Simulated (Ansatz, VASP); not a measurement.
# One calculation of CuO, two programs

```xyz
4
Lattice="2.3446 -1.7134 0.0000 2.3446 1.7134 0.0000 -0.8605 0.0000 5.0594" Properties=species:S:1:pos:R:3 pbc="T T T"
Cu    1.1664    0.8079   -0.0241
Cu    0.7738   -0.8528    2.5159
O     2.0676   -0.2642    1.3205
O     1.6698    0.2901    3.8358
```

Change from the starting cell: atoms moved at random, drawn with an rms of 0.05 Å.

Alike in both runs: task single point; functional PBE; k mesh 10 × 10 × 5; occupations fermi-dirac, width 0.05 eV; no spin polarisation.

|  | VASP | Ansatz |
| --- | --- | --- |
| version | VASP 6.6.1 | Ansatz 0.2.0 |
| potentials or method | VASP PAW PBE potentials, release 64 (Cu, O) | Ansatz PAW |
| plane-wave cutoff (eV) | 520 | 420 |
| valence electrons in the cell | 34 | 50 |

```csv
,VASP,Ansatz,Ansatz less VASP
gap on the k mesh at the Fermi level (eV),none,none,-
pressure (GPa),7.4,6.7,-0.70
largest component of the traceless stress (GPa),2.91,2.80,-0.110
rms of the force components (eV/Å),0.691,0.669,-0.0217
```

Atom by atom the forces differ by 0.031 eV/Å (rms over components). A gap of «none» marks a metal or a gap that the smearing closes. The two sets of potentials don't hold the same shells in valence.

Caveats: the run has no spin polarisation, though such a crystal can be magnetic; semilocal functionals often make such compounds metallic where correlation or magnetic order opens a gap, which also shifts bond lengths; the pressure holds a Pulay correction of +0.7 GPa for the finite cutoff (Ansatz).
